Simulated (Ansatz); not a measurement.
Crystal: Ca.

```xyz
1
Lattice="-2.2400 2.2400 2.2400 2.2400 -2.2400 2.2400 2.2400 2.2400 -2.2400" Properties=species:S:1:pos:R:3 pbc="T T T"
Ca    0.0000    0.0000    0.0000
```

This isn't the form of Ca at room conditions, which is fcc.

* Program: Ansatz 0.2.0
* Task: relaxation of cell and atoms
* Functional: PBEsol
* Potentials or basis: Ansatz PAW
* Cutoff: 420 eV (not typed: the program's choice for these potentials)
* k mesh: 8 × 8 × 8
* Occupations: fermi-dirac, width 0.05 eV
* Spin: no spin polarisation

At the start: volume 44.96 Å³/atom.

How do energy, volume and symmetry change on relaxing?

It ends after 5 steps and the volume is 40.40 Å³/atom (-10.1 %); space group Im-3m (No. 229, to 0.05 Å).

Step by step:
| step | energy change (eV) | largest force (eV/Å) | volume (Å³) |
| --- | --- | --- | --- |
| 1 | 0.0000 | 0.0000 | 44.96 |
| 2 | -0.0141 | 0.0000 | 43.21 |
| 3 | -0.0233 | 0.0000 | 40.16 |
| 4 | -0.0234 | 0.0000 | 40.40 |
| 5 | -0.0234 | 0.0000 | 40.40 |

Final structure:
```xyz
1
Lattice="-2.1616 2.1616 2.1616 2.1616 -2.1616 2.1616 2.1616 2.1616 -2.1616" Properties=species:S:1:pos:R:3 pbc="T T T"
Ca    0.0000    0.0000    0.0000
```

Caveat: the plane-wave basis is chosen anew once the cell has moved, so the energies of steps on either side of that aren't comparable; the PAW data sets come from PBE, with cores solved anew for the run's functional, which leaves a small shift of forces and pressure.
